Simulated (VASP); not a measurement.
# TiAl (Pm-3m) in VASP: notebook

The runs below take TiAl through single point, with PBE.

All numbers are computed with VASP 6.6.1; they aren't measurements. Logs are shortened: lines on timing, memory, paths and dates and some standing lists are left out, and cuts for length are marked.

### Step 1. The crystal as given

The structure is cubic, space group Pm-3m (No. 221). The conventional cell has a = 3.179 Å, b = 3.179 Å, c = 3.179 Å, α = 90.00°, β = 90.00°, γ = 90.00°. Ti (site symmetry m-3m) has 8 Al at 2.75 Å as nearest neighbours. Around Al (site symmetry m-3m) lie 8 Ti at 2.75 Å.

The cell comes from a database or a generator and needn't be the stable form of this composition.

### Step 2. Single point, PBE

Contents of INCAR:

```
SYSTEM = TiAl
  ADDGRID = .FALSE.
  ALGO = Normal
  EDIFF = 1E-6
  ENCUT = 460
  GGA = PE
  ISIF = 2
  ISMEAR = -1
  LASPH = .TRUE.
  LCHARG = .FALSE.
  LREAL = .FALSE.
  LWAVE = .FALSE.
  NELM = 100
  PREC = Accurate
  SIGMA = 0.2
```

Contents of KPOINTS:

```
k-points
0
G
  7 7 7
  0 0 0
```

Contents of POSCAR:

```
TiAl
1.0
    3.1790640000      0.0000000000      0.0000000000
    0.0000000000      3.1790640000      0.0000000000
    0.0000000000      0.0000000000      3.1790640000
Ti Al
1 1
Direct
    0.0000000000      0.0000000000      0.0000000000
    0.5000000000      0.5000000000      0.5000000000
```

Potentials or basis: VASP PAW PBE potentials, release 64 (Ti_sv, Al).

The run is started by

```bash
> cat potpaw_PBE.64/Ti_sv/POTCAR potpaw_PBE.64/Al/POTCAR > POTCAR
> mpirun -np 1 vasp_std > vasp.out
```

OUTCAR:

```text
SYSTEM = TiAl
   EDIFF = 1E-6
   ENCUT = 460
   GGA = PE
   ISIF = 2
   ISMEAR = -1
   LASPH = .TRUE.
   LREAL = .FALSE.
   NELM = 100
   PREC = Accurate

 Found     20 irreducible k-points:

 Following reciprocal coordinates:
            Coordinates               Weight
  0.000000  0.000000  0.000000      1.000000
  0.142857  0.000000  0.000000      6.000000
  0.285714  0.000000  0.000000      6.000000
  0.428571  0.000000  0.000000      6.000000
  0.142857  0.142857  0.000000     12.000000
  0.285714  0.142857  0.000000     24.000000
   k-points           NKPTS =     20   k-points in BZ     NKDIM =     20   number of bands    NBANDS=     11
   number of dos      NEDOS =    301   number of ions     NIONS =      2
   total plane-waves  NPLWV =  13824
   dimension x,y,z NGX =    24 NGY =   24 NGZ =   24
   dimension x,y,z NGXF=    48 NGYF=   48 NGZF=   48
   ions per type =               1   1
   NGX,Y,Z   is equivalent  to a cutoff of  12.55, 12.55, 12.55 a.u.
   NGXF,Y,Z  is equivalent  to a cutoff of  25.10, 25.10, 25.10 a.u.
 SYSTEM =  TiAl
   PREC   = accura    normal or accurate (medium, high low for compatibility)
   ISTART =      0    job   : 0-new  1-cont  2-samecut
   ICHARG =      2    charge: 1-file 2-atom 10-const
   ISPIN  =      1    spin polarized calculation?
   LNONCOLLINEAR =      F non collinear calculations
   LSORBIT =      F    spin-orbit coupling
   LASPH  =      T    aspherical Exc in radial PAW
   ENCUT  =  460.0 eV  33.81 Ry    5.81 a.u.   5.56  5.56  5.56*2*pi/ulx,y,z
   NELM   =    100;   NELMIN=  2; NELMDL= -5     # of ELM steps
   EDIFF  = 0.1E-05   stopping-criterion for ELM
   LREAL  =      F    real-space projection
   EDIFFG = 0.1E-04   stopping-criterion for IOM
   NSW    =      0    number of steps for IOM
   IBRION =     -1    ionic relax: 0-MD 1-quasi-New 2-CG
   NFREE  =      0    steps in history (QN), initial steepest desc. (CG)
   ISIF   =      2    stress and relaxation
   ISYM   =      2    0-nonsym 1-usesym 2-fastsym
   POTIM  = 0.5000    time-step for ionic-motion
   TEBEG  =    0.0;   TEEND  =   0.0 temperature during run
   PSTRESS=    0.0 pullay stress
   NELECT =      15.0000    total number of electrons
   NUPDOWN=      -1.0000    fix difference up-down
   EMIN   =  10.00;   EMAX   =-10.00  energy-range for DOS
   EFERMI =   0.00;   METHOD = LEGACY
   ISMEAR =    -1;   SIGMA  =   0.20  broadening in eV -4-tet -1-fermi 0-gaus
   EFERMI_NEDOS =   21; number of points for ismear=-14 and -15
   IALGO  =     38    algorithm
   IMIX   =      4    mixing-type and parameters
     AMIX     =   0.40;   BMIX     =  1.00
     AMIX_MAG =   1.60;   BMIX_MAG =  1.00
  volume/ion in A,a.u.               =      16.06       108.41
  Fermi-wavevector in a.u.,A,eV,Ry     =   1.270007  2.399964 21.945065  1.612917
  Thomas-Fermi vector in A             =   2.403017
   LORBIT       =      0    0 simple, 1 ext, 2 COOP (PROOUT), +10 PAW based schemes
   GGA     = PE    functional components
   LHFCALC =     F    Hartree Fock is set to
   AEXX    =    0.0000 exact exchange contribution
   IVDW    =     0    specifies the selected vdW correction
   LEPSILON=     F    determine dielectric tensor
   LRPA    =     F    only Hartree local field effects (RPA)
 non-spin polarized calculation
  energy-cutoff  :      460.00
  volume of cell :       32.13
 maximum number of plane-waves:       739
 NGX is ok and might be reduce to    24
   NGX = 11   NGY = 11   NGZ = 11

 number of electron      14.9999994 magnetization

 Free energy of the ion-electron system (eV)
  ---------------------------------------------------
  ext. energy  EPLUGINS =         0.00000000
  ---------------------------------------------------
  free energy    TOTEN  =       -12.25485957 eV

  energy without entropy =      -11.96914234  energy(sigma->0) =      -12.11200096

 E-fermi :   8.7542     XC(G=0): -11.0848

 val. band max:        8.6557322774   @ k =   0.4286   0.1429   0.0000
 cond. band min:       8.7999668402   @ k =   0.2857   0.2857   0.0000
 fundamental gap:      0.1442345628
 Fermi energy:         8.7541802897

 k-point     1 :       0.0000    0.0000    0.0000
  band No.  band energies     occupation
      1     -48.0912      2.00000
      2     -24.2961      2.00000
      3     -24.2961      2.00000
      4     -24.2961      2.00000
      5      -0.4962      2.00000
      6       7.3473      1.99824
      7       7.3473      1.99824
      8      10.5970      0.00020
      9      10.5970      0.00020
     10      10.5970      0.00020
     11      13.1942      0.00000

 k-point     2 :       0.1429    0.0000    0.0000
  band No.  band energies     occupation
      1     -48.0883      2.00000
      2     -24.3287      2.00000
      3     -24.2933      2.00000
      4     -24.2933      2.00000
      5      -0.1726      2.00000
      6       7.1328      1.99940
      7       7.4902      1.99641
      8      10.1231      0.00213
      9      10.1231      0.00213
     10      10.6344      0.00017
     11      12.1732      0.00000

 k-point     3 :       0.2857    0.0000    0.0000
  band No.  band energies     occupation
      1     -48.0819      2.00000
      2     -24.4012      2.00000
      3     -24.2869      2.00000
      4     -24.2869      2.00000
      5       0.7619      2.00000
      6       6.0260      2.00000
      7       7.8482      1.97866
      8       9.4163      0.07043
      9       9.4163      0.07043
     10      10.7201      0.00011
     11      11.4891      0.00000

 k-point     4 :       0.4286    0.0000    0.0000
  band No.  band energies     occupation
      1     -48.0768      2.00000
      2     -24.4588      2.00000
      3     -24.2817      2.00000
      4     -24.2817      2.00000
      5       2.1785      2.00000
      6       4.2131      2.00000
      7       8.1852      1.89012
      8       8.9958      0.46008
      9       8.9958      0.46008
     10      10.7906      0.00008
     11      11.7122      0.00000

 k-point     5 :       0.1429    0.1429    0.0000
  band No.  band energies     occupation
      1     -48.0855      2.00000
      2     -24.3271      2.00000
      3     -24.3239      2.00000
      4     -24.2904      2.00000
      5       0.1424      2.00000
      6       7.2102      1.99911
      7       7.3907      1.99781
      8       9.5933      0.02968
      9      10.0319      0.00336
     10      10.3791      0.00059
     11      12.5216      0.00000

 k-point     6 :       0.2857    0.1429    0.0000
  band No.  band energies     occupation
      1     -48.0791      2.00000
      2     -24.3973      2.00000
      3     -24.3183      2.00000
      4     -24.2840      2.00000
      5       1.0486      2.00000
      6       6.2169      1.99999
      7       7.6997      1.98979
      8       9.0495      0.37192
      9       9.4829      0.05099
     10      10.3963      0.00054
     11      11.7290      0.00000

 [... further k-points ...]

------------------------ aborting loop because EDIFF is reached ----------------------------------------

  FORCE on cell =-STRESS in cart. coord.  units (eV):
  Direction    XX          YY          ZZ          XY          YZ          ZX
  --------------------------------------------------------------------------------------
  -------------------------------------------------------------------------------------
  Total        0.3055260      0.3055260      0.3055260     -0.0000000     -0.0000000      0.0000000
  in kB       15.2356484     15.2356484     15.2356484     -0.0000000     -0.0000000      0.0000000
  external PRESSURE =      15.2356484 kB  Pullay stress =       0.0000000 kB

 VOLUME and BASIS-vectors are now :
 -----------------------------------------------------------------------------
  energy-cutoff  :      460.00
  volume of cell :       32.13
      direct lattice vectors                 reciprocal lattice vectors
     3.179064000  0.000000000  0.000000000     0.314557996  0.000000000  0.000000000
     0.000000000  3.179064000  0.000000000     0.000000000  0.314557996  0.000000000
     0.000000000  0.000000000  3.179064000     0.000000000  0.000000000  0.314557996

 POSITION                                       TOTAL-FORCE (eV/Angst)
 -----------------------------------------------------------------------------------
      0.00000      0.00000      0.00000         0.000000      0.000000      0.000000
      1.58953      1.58953      1.58953         0.000000      0.000000      0.000000
 -----------------------------------------------------------------------------------
    total drift:                                0.000000      0.000000      0.000000

  FREE ENERGIE OF THE ION-ELECTRON SYSTEM (eV)
  ---------------------------------------------------
  free  energy   TOTEN  =       -12.2548595712 eV

  energy  without entropy=      -11.9691423446  energy(sigma->0) =      -12.11200096
```

It took 2.7 s on 1 thread of Intel Xeon 6975P-C (Granite Rapids), shared host; peak memory 0.13 GiB.

The run converged, but some of its settings lie outside the range that counts as converged, so its numbers aren't taken as properties of the crystal.

Results:

```
Free energy            : -12.2549 eV
Pressure               : 1.5 GPa
Band gap on the k mesh : none (metal or under the smearing width)
```

### Step 3. Single point, PBE

INCAR, as its differences from that of step 2:

```diff
@@ -14,2 +14,2 @@
   PREC = Accurate
-  SIGMA = 0.2
+  SIGMA = 0.05
```

KPOINTS is that of step 2.

POSCAR is that of step 2.

Potentials or basis: VASP PAW PBE potentials, release 64 (Ti_sv, Al).

The run is started by

```bash
> cat potpaw_PBE.64/Ti_sv/POTCAR potpaw_PBE.64/Al/POTCAR > POTCAR
> mpirun -np 1 vasp_std > vasp.out
```

It took 2.8 s on 1 thread of Intel Xeon 6975P-C (Granite Rapids), shared host; peak memory 0.13 GiB.

These settings aren't checked as converged: the numbers below hold their error.

What came out:

```
Free energy            : -12.1254 eV
Pressure               : 0.5 GPa
Band gap on the k mesh : none (metal or under the smearing width)
```

### Step 4. The reference run

An earlier run on the cell as given: functional PBEsol; potentials or basis VASP PAW PBE potentials, release 64 (Ti_sv, Al); cutoff 520 eV; k mesh 8 × 8 × 8; occupations fermi-dirac, width 0.05 eV; no spin polarisation.

- Pressure: -2.3 GPa
- Band gap on the k mesh: none (metal or under the smearing width)
